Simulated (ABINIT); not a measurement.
Wanted: the native input for an ABINIT 10.8.3 (patched build) run.

| Item | Value |
| --- | --- |
| Task | single point |
| Functional | PBE |
| Potentials or basis | JTH PAW PBE v2.0 |
| Cutoff | 599 eV |
| k mesh | 8 × 7 × 9 |
| Occupations | fermi-dirac, width 0.05 eV |
| Spin | no spin polarisation |
| Fine-grid cutoff | 1197.3 eV |

The structure of CdS lies in POSCAR:

```
CdS
1.0
    0.1724927500      3.2023413100      2.7851586700
    3.3277961600     -0.3185737700      3.2762251900
    2.6669097000      3.0325213700      0.3423126900
Cd S
1 1
Direct
    0.0210547800      0.0267089900      0.0385305600  Cd
    0.7289452200      0.7232910100      0.7114694400  S
```

These files were run (other wordings do the same):

run.abi

```
pp_dirpath "./"
pseudos "Cd.GGA_PBE-JTH.xml, S.GGA_PBE-JTH.xml"

structure "poscar:POSCAR"
natom 2
chkprim 0
chksymtnons 0
tolsym 1.0e-6

ecut 22.0
pawecutdg 44.0
pawxcdev 0
pawovlp 30

kptopt 1
ngkpt 8 7 9
nshiftk 1
shiftk 0.0 0.0 0.0

ixc 11

nband 13
occopt 3
tsmear 0.05 eV

nstep 100
tolvrs 1.0e-9

iomode 3
prtwf 0
prtden 0
prteig 0
prtebands 0
enunit 1
```

Potentials or basis: JTH PAW PBE v2.0.

The run is started by

```console
$ abinit run.abi > log 2>&1
```

Results of the run:

- Pressure: 12.3 GPa
- Largest force: 4.968 eV/Å
- Band gap on the k mesh: 0.13 eV, indirect (least direct gap 0.21 eV)

Caveat: an odd mesh through Γ misses points on the zone boundary, where band edges often lie; forces of over 1 eV/Å show positions far from the minimum, so gaps and moduli don't describe the material at rest; the atomic spheres overlap.

It took 5 min on 1 thread of Arm Neoverse V2, on a shared host, peak memory 0.33 GiB.
